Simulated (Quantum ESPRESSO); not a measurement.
# MoS2 (R-3m) in Quantum ESPRESSO: reference runs

Reference runs on MoS2: the cell as given and a disturbed copy.

All numbers are computed with Quantum ESPRESSO 7.5; they aren't measurements. Logs are shortened: lines on timing, memory, paths and dates and some standing lists are left out, and cuts for length are marked.

### 1 The structure

It takes space group R-3m (No. 166, trigonal). Conventional cell: a = 3.171 Å, b = 3.171 Å, c = 18.345 Å, α = 90.00°, β = 90.00°, γ = 120.00°. Mo (site symmetry -3m) has 6 S at 2.39 Å as nearest neighbours. Around S (site symmetry 3m) lie 3 Mo at 2.39 Å.

Measurements of this composition are mostly on another form, of space group No. 194.

### 2 Single point, PBE

Contents of pw.in:

```
&CONTROL
  calculation = 'scf'
  prefix = 'pwscf'
  outdir = './tmp'
  pseudo_dir = './pseudo'
  tprnfor = .true.
  tstress = .true.
  disk_io = 'low'
/
&SYSTEM
  ibrav = 0
  nat = 3
  ntyp = 2
  ecutwfc = 60
  ecutrho = 440
  nbnd = 20
  occupations = 'smearing'
  smearing = 'fd'
  degauss = 0.00367493
/
&ELECTRONS
  conv_thr = 6d-10
  electron_maxstep = 120
  mixing_beta = 0.5
/
ATOMIC_SPECIES
Mo    95.9500 Mo_ONCV_PBE-1.0.oncvpsp.upf
S     32.0600 s_pbe_v1.4.uspp.F.UPF
CELL_PARAMETERS angstrom
   1.5855000000    0.9153888518    6.1149966667
  -1.5855000000    0.9153888518    6.1149966667
   0.0000000000   -1.8307777036    6.1149966667
ATOMIC_POSITIONS crystal
Mo     0.0000000000    0.0000000000    0.0000000000
S      0.2500000000    0.2500000000    0.2500000000
S      0.7500000000    0.7500000000    0.7500000000
K_POINTS automatic
10 10 10 0 0 0
```

Contents of pp_density.in:

```
&INPUTPP
  prefix = 'pwscf'
  outdir = './tmp'
  filplot = 'density.dat'
  plot_num = 0
/
&PLOT
  nfile = 1
  filepp(1) = 'density.dat'
  iflag = 3
  output_format = 6
  fileout = 'density.cube'
/
```

Contents of pp_potential.in:

```
&INPUTPP
  prefix = 'pwscf'
  outdir = './tmp'
  filplot = 'potential.dat'
  plot_num = 11
/
&PLOT
  nfile = 1
  filepp(1) = 'potential.dat'
  iflag = 3
  output_format = 6
  fileout = 'potential.cube'
/
```

Potentials or basis: SSSP 1.3 efficiency PBE.

Command:

```sh
> OMP_NUM_THREADS=1 mpirun -n 2 pw.x -nk 2 -in pw.in > pw.out
> OMP_NUM_THREADS=1 mpirun -n 1 pp.x -in pp_density.in > pp_density.out
> OMP_NUM_THREADS=1 mpirun -n 1 pp.x -in pp_potential.in > pp_potential.out
```

pw.out:

```text
This program is part of the open-source Quantum ESPRESSO suite
     for quantum simulation of materials; please cite
         "P. Giannozzi et al., J. Phys.:Condens. Matter 21 395502 (2009);
         "P. Giannozzi et al., J. Phys.:Condens. Matter 29 465901 (2017);
         "P. Giannozzi et al., J. Chem. Phys. 152 154105 (2020);
     in publications or presentations arising from this work. More details at

     Message from routine setup:
     using ibrav=0 with symmetry is DISCOURAGED, use correct ibrav instead

     K-points division:     npool     =       2
     Subspace diagonalization in iterative solution of the eigenvalue problem:
     a serial algorithm will be used

     G-vector sticks info
     --------------------
     sticks:   dense  smooth     PW     G-vecs:    dense   smooth      PW
     Sum        2453    1335    433                55853    22635    4203

     Using Slab Decomposition

     bravais-lattice index     =            0
     lattice parameter (alat)  =      12.0625  a.u.
     unit-cell volume          =     359.3486 (a.u.)^3
     number of atoms/cell      =            3
     number of atomic types    =            2
     number of electrons       =        26.00
     number of Kohn-Sham states=           20
     kinetic-energy cutoff     =      60.0000  Ry
     charge density cutoff     =     440.0000  Ry
     scf convergence threshold =      6.0E-10
     mixing beta               =       0.5000
     number of iterations used =            8  plain     mixing
     Exchange-correlation=  SLA  PW   PBX  PBC
                           (   1   4   3   4   0   0   0)

     celldm(1)=  12.062454  celldm(2)=   0.000000  celldm(3)=   0.000000
     celldm(4)=   0.000000  celldm(5)=   0.000000  celldm(6)=   0.000000

     crystal axes: (cart. coord. in units of alat)
               a(1) = (   0.248387   0.143406   0.957987 )
               a(2) = (  -0.248387   0.143406   0.957987 )
               a(3) = (   0.000000  -0.286813   0.957987 )

     reciprocal axes: (cart. coord. in units 2 pi/alat)
               b(1) = (  2.012985  1.162197  0.347952 )
               b(2) = ( -2.012985  1.162197  0.347952 )
               b(3) = (  0.000000 -2.324395  0.347952 )

     PseudoPot. # 1 for Mo read from file:
     Mo_ONCV_PBE-1.0.oncvpsp.upf
     Pseudo is Norm-conserving, Zval = 14.0
     Generated using ONCVPSP code by D. R. Hamann
     Using radial grid of 1526 points,  6 beta functions with:
                l(1) =   0
                l(2) =   0
                l(3) =   1
                l(4) =   1
                l(5) =   2
                l(6) =   2

     PseudoPot. # 2 for S  read from file:
     s_pbe_v1.4.uspp.F.UPF
     Pseudo is Ultrasoft + core correction, Zval =  6.0
     Generated by new atomic code, or converted to UPF format
     Using radial grid of  907 points,  6 beta functions with:
                l(1) =   0
                l(2) =   0
                l(3) =   1
                l(4) =   1
                l(5) =   2
                l(6) =   2
     Q(r) pseudized with  8 coefficients,  rinner =    1.300   1.300   1.300
                                                       1.300   1.300

     atomic species   valence    mass     pseudopotential
     Mo               14.00    95.95000     Mo( 1.00)
     S                 6.00    32.06000     S ( 1.00)

     12 Sym. Ops., with inversion, found

   Cartesian axes

     site n.     atom                  positions (alat units)
         1        Mo     tau(   1) = (   0.0000000   0.0000000   0.0000000  )
         2        S      tau(   2) = (   0.0000000   0.0000000   0.7184899  )
         3        S      tau(   3) = (   0.0000000  -0.0000000   2.1554698  )

     number of k points=   116  Fermi-Dirac smearing, width (Ry)=  0.0037

     Number of k-points >= 100: set verbosity='high' to print them.

     Dense  grid:    55853 G-vectors     FFT dimensions: (  81,  81,  81)

     Smooth grid:    22635 G-vectors     FFT dimensions: (  60,  60,  60)

     Initial potential from superposition of free atoms

     starting charge      25.9989, renormalised to      26.0000
     Starting wfcs are   18 randomized atomic wfcs +    2 random wfcs

     Self-consistent Calculation

     iteration #  1     ecut=    60.00 Ry     beta= 0.50
     Davidson diagonalization with overlap
     ethr =  1.00E-02,  avg # of iterations =  4.9

     Threshold (ethr) on eigenvalues was too large:
     Diagonalizing with lowered threshold

     Davidson diagonalization with overlap
     ethr =  3.43E-04,  avg # of iterations =  2.6

     total energy              =    -185.44828617 Ry
     estimated scf accuracy    <       0.09755870 Ry

     iteration #  2     ecut=    60.00 Ry     beta= 0.50
     Davidson diagonalization with overlap
     ethr =  3.75E-04,  avg # of iterations =  3.0

     total energy              =    -185.44954057 Ry
     estimated scf accuracy    <       0.08346241 Ry

     iteration #  3     ecut=    60.00 Ry     beta= 0.50
     Davidson diagonalization with overlap
     ethr =  3.21E-04,  avg # of iterations =  2.0

     total energy              =    -185.46600186 Ry
     estimated scf accuracy    <       0.04288697 Ry

     iteration #  4     ecut=    60.00 Ry     beta= 0.50
     Davidson diagonalization with overlap
     ethr =  1.65E-04,  avg # of iterations =  1.0

     total energy              =    -185.47135245 Ry
     estimated scf accuracy    <       0.00065317 Ry

     iteration #  5     ecut=    60.00 Ry     beta= 0.50
     Davidson diagonalization with overlap
     ethr =  2.51E-06,  avg # of iterations =  6.3

     total energy              =    -185.47143221 Ry
     estimated scf accuracy    <       0.00005018 Ry

     iteration #  6     ecut=    60.00 Ry     beta= 0.50
     Davidson diagonalization with overlap
     ethr =  1.93E-07,  avg # of iterations =  2.1

     total energy              =    -185.47144477 Ry
     estimated scf accuracy    <       0.00000331 Ry

     iteration #  7     ecut=    60.00 Ry     beta= 0.50
     Davidson diagonalization with overlap
     ethr =  1.27E-08,  avg # of iterations =  4.1

     total energy              =    -185.47144603 Ry
     estimated scf accuracy    <       0.00000010 Ry

     iteration #  8     ecut=    60.00 Ry     beta= 0.50
     Davidson diagonalization with overlap
     ethr =  3.81E-10,  avg # of iterations =  3.8

     total energy              =    -185.47144609 Ry
     estimated scf accuracy    <       0.00000001 Ry

     iteration #  9     ecut=    60.00 Ry     beta= 0.50
     Davidson diagonalization with overlap
     ethr =  3.91E-11,  avg # of iterations =  2.4

     total energy              =    -185.47144610 Ry
     estimated scf accuracy    <          3.1E-09 Ry

     iteration # 10     ecut=    60.00 Ry     beta= 0.50
     Davidson diagonalization with overlap
     ethr =  1.18E-11,  avg # of iterations =  2.0

     End of self-consistent calculation

     Number of k-points >= 100: set verbosity='high' to print the bands.

     the Fermi energy is    11.2971 ev

!    total energy              =    -185.47144610 Ry
     estimated scf accuracy    <          4.4E-11 Ry
     smearing contrib. (-TS)   =      -0.00044030 Ry
     internal energy E=F+TS    =    -185.47100580 Ry

     The total energy is F=E-TS. E is the sum of the following terms:
     one-electron contribution =     -88.67498833 Ry
     hartree contribution      =      55.13286277 Ry
     xc contribution           =     -32.64495733 Ry
     ewald contribution        =    -119.28392290 Ry

     convergence has been achieved in  10 iterations

     Forces acting on atoms (cartesian axes, Ry/au):

     atom    1 type  1   force =     0.00000000    0.00000000    0.00000000
     atom    2 type  2   force =    -0.00000000    0.00000000   -0.03941068
     atom    3 type  2   force =     0.00000000    0.00000000    0.03941068

     Total force =     0.055735     Total SCF correction =     0.000004

     Computing stress (Cartesian axis) and pressure

          total   stress  (Ry/bohr**3)                   (kbar)     P=       78.72
   0.00043342  -0.00000000  -0.00000000           63.76       -0.00       -0.00
   0.00000000   0.00043342  -0.00000000            0.00       63.76       -0.00
   0.00000000  -0.00000000   0.00073848            0.00       -0.00      108.63

=------------------------------------------------------------------------------=
   JOB DONE.
=------------------------------------------------------------------------------=
```

Wall time 2.9 min (2 MPI ranks of Arm Neoverse V1, shared host); peak memory 0.46 GiB.

What came out:

| Item | Value |
| --- | --- |
| Free energy | -2523.4676 eV |
| Pressure | 7.9 GPa |
| Largest force | 1.013 eV/Å |
| Band gap on the k mesh | none (metal or under the smearing width) |

Forces in eV/Å, atoms in the order of the input:
```
Mo   0.000  0.000  0.000
S    0.000  0.000 -1.013
S    0.000  0.000  1.013
```

Levels at points of the mesh, in eV from the Fermi level:
```csv
k point,band 11,band 12,band 13,band 14,band 15,band 16
"(0.00, 0.00, 0.00)",-1.26,-1.08,-1.08,-0.28,-0.28,3.34
"(0.00, 0.00, -0.50)",-2.89,-1.97,-1.64,0.99,1.91,3.37
"(0.00, -0.50, -0.50)",-2.91,-2.28,-1.85,0.99,1.71,3.81
"(-0.50, -0.50, -0.50)",-1.07,-1.07,-0.38,-0.38,-0.08,3.45
```

Caveat: the cell's inner coordinates are idealised or old, which leaves forces on the atoms.

### 3 Single point, PBE (atoms moved at random, drawn with an rms of 0.05 Å)

pw.in, as its differences from that of step 2:

```diff
@@ -7,3 +7,3 @@
   tstress = .true.
-  disk_io = 'low'
+  disk_io = 'nowf'
 /
@@ -33,5 +33,5 @@
 ATOMIC_POSITIONS crystal
-Mo     0.0000000000    0.0000000000    0.0000000000
-S      0.2500000000    0.2500000000    0.2500000000
-S      0.7500000000    0.7500000000    0.7500000000
+Mo     0.0052620000   -0.0115280000    0.0065370000
+S      0.2490960000    0.2571700000    0.2399380000
+S      0.7417570000    0.7326440000    0.7698040000
 K_POINTS automatic
```

Potentials or basis: SSSP 1.3 efficiency PBE.

Command:

```sh
> OMP_NUM_THREADS=1 mpirun -n 2 pw.x -nk 2 -in pw.in > pw.out
```

pw.out:

```text
This program is part of the open-source Quantum ESPRESSO suite
     for quantum simulation of materials; please cite
         "P. Giannozzi et al., J. Phys.:Condens. Matter 21 395502 (2009);
         "P. Giannozzi et al., J. Phys.:Condens. Matter 29 465901 (2017);
         "P. Giannozzi et al., J. Chem. Phys. 152 154105 (2020);
     in publications or presentations arising from this work. More details at

     K-points division:     npool     =       2
     Subspace diagonalization in iterative solution of the eigenvalue problem:
     a serial algorithm will be used

     G-vector sticks info
     --------------------
     sticks:   dense  smooth     PW     G-vecs:    dense   smooth      PW
     Sum        2453    1335    433                55853    22635    4203

     Using Slab Decomposition

     bravais-lattice index     =            0
     lattice parameter (alat)  =      12.0625  a.u.
     unit-cell volume          =     359.3486 (a.u.)^3
[... 90 lines left out ...]
     estimated scf accuracy    <       0.09977310 Ry
[... 64 lines left out ...]
     iteration # 11     ecut=    60.00 Ry     beta= 0.50
     Davidson diagonalization with overlap
     ethr =  4.05E-12,  avg # of iterations =  2.0

     End of self-consistent calculation

     Number of k-points >= 100: set verbosity='high' to print the bands.

     the Fermi energy is    11.2976 ev

!    total energy              =    -185.46802598 Ry
     estimated scf accuracy    <          2.6E-11 Ry
     smearing contrib. (-TS)   =      -0.00045547 Ry
     internal energy E=F+TS    =    -185.46757051 Ry

     The total energy is F=E-TS. E is the sum of the following terms:
     one-electron contribution =     -89.35200641 Ry
     hartree contribution      =      55.46985877 Ry
     xc contribution           =     -32.65620938 Ry
     ewald contribution        =    -118.92921349 Ry

     convergence has been achieved in  11 iterations

     Forces acting on atoms (cartesian axes, Ry/au):

     atom    1 type  1   force =    -0.00819375   -0.00201536   -0.03064223
     atom    2 type  2   force =     0.00882890   -0.01446801   -0.02971612
     atom    3 type  2   force =    -0.00063515    0.01648337    0.06035836

     Total force =     0.078075     Total SCF correction =     0.000012

     Computing stress (Cartesian axis) and pressure

          total   stress  (Ry/bohr**3)                   (kbar)     P=       87.87
   0.00060387  -0.00002876  -0.00007493           88.83       -4.23      -11.02
  -0.00002876   0.00037192   0.00024141           -4.23       54.71       35.51
  -0.00007493   0.00024141   0.00081626          -11.02       35.51      120.08

=------------------------------------------------------------------------------=
   JOB DONE.
=------------------------------------------------------------------------------=
```

Run time: 13 min. Hardware: 2 MPI ranks of Arm Neoverse V1, shared host; peak memory 0.8 GiB.

Results:

```yaml
Free_energy: -2523.4210 eV
Pressure: 8.8 GPa
Largest_force: 1.609 eV/Å
Band_gap_on_the_k_mesh: none (metal or under the smearing width)
```

Forces on the atoms (eV/Å):
```
Mo  -0.211 -0.052 -0.788
S    0.227 -0.372 -0.764
S   -0.016  0.424  1.552
```

Caveat: the cell's inner coordinates are idealised or old, which leaves forces on the atoms.
